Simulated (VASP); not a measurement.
Set up this calculation in VASP 6.6.1, as the native input.

```yaml
Task: band structure
Functional: LDA
Potentials_or_basis: VASP PAW LDA potentials, release 64 (Cl, Li_sv)
Cutoff: 520 eV
k_mesh: 10 × 10 × 10
Occupations: gaussian, width 0.02 eV
Spin: no spin polarisation
Ladder: free
Further_INCAR_settings: ALGO = Fast; EDIFF = 1e-06; NBANDS = 12
```

The structure of LiCl lies in POSCAR:

```
LiCl
1.0
    0.0000000000      2.5647700000      2.5647700000
    2.5647700000      0.0000000000      2.5647700000
    2.5647700000      2.5647700000      0.0000000000
Cl Li
1 1
Direct
    0.5000000000      0.5000000000      0.5000000000
    0.0000000000      0.0000000000      0.0000000000
```

One way to write it, as run:

INCAR

```
SYSTEM = LiCl
  PREC = Accurate
  ENCUT = 520
  EDIFF = 1E-6
  ISMEAR = 0
  SIGMA = 0.02
  LREAL = .False.
  LASPH = .True.
  NELM = 100
  ALGO = Fast
  ISIF = 2
  LWAVE = .False.
  LCHARG = .False.
  NBANDS = 12
```

KPOINTS

```
Automatic mesh
0
Gamma
  10 10 10
  0 0 0
```

KPOINTS_OPT

```
path GXWKGLUWLK,UX
20
line-mode
reciprocal
 0.0000000000  0.0000000000  0.0000000000  G
 0.5000000000  0.0000000000  0.5000000000  X

 0.5000000000  0.0000000000  0.5000000000  X
 0.5000000000  0.2500000000  0.7500000000  W

 0.5000000000  0.2500000000  0.7500000000  W
 0.3750000000  0.3750000000  0.7500000000  K

 0.3750000000  0.3750000000  0.7500000000  K
 0.0000000000  0.0000000000  0.0000000000  G

 0.0000000000  0.0000000000  0.0000000000  G
 0.5000000000  0.5000000000  0.5000000000  L

 0.5000000000  0.5000000000  0.5000000000  L
 0.6250000000  0.2500000000  0.6250000000  U

 0.6250000000  0.2500000000  0.6250000000  U
 0.5000000000  0.2500000000  0.7500000000  W

 0.5000000000  0.2500000000  0.7500000000  W
 0.5000000000  0.5000000000  0.5000000000  L

 0.5000000000  0.5000000000  0.5000000000  L
 0.3750000000  0.3750000000  0.7500000000  K

 0.6250000000  0.2500000000  0.6250000000  U
 0.5000000000  0.0000000000  0.5000000000  X
```

Potentials or basis: VASP PAW LDA potentials, release 64 (Cl, Li_sv).

Launch:

```console
$ cat potpaw_LDA.64/Cl/POTCAR potpaw_LDA.64/Li_sv/POTCAR > POTCAR
$ mpirun -np 1 vasp_std > vasp.out
```

Results of the run:

```json
{
 "Band gap on the k mesh": "6.00 eV, direct",
 "Band gap along the path": "6.00 eV, direct"
}
```

Run time: 36 s on 1 thread of Intel(R) Xeon(R) Platinum 8559C (Emerald Rapids), on a shared host, peak memory 0.15 GiB.
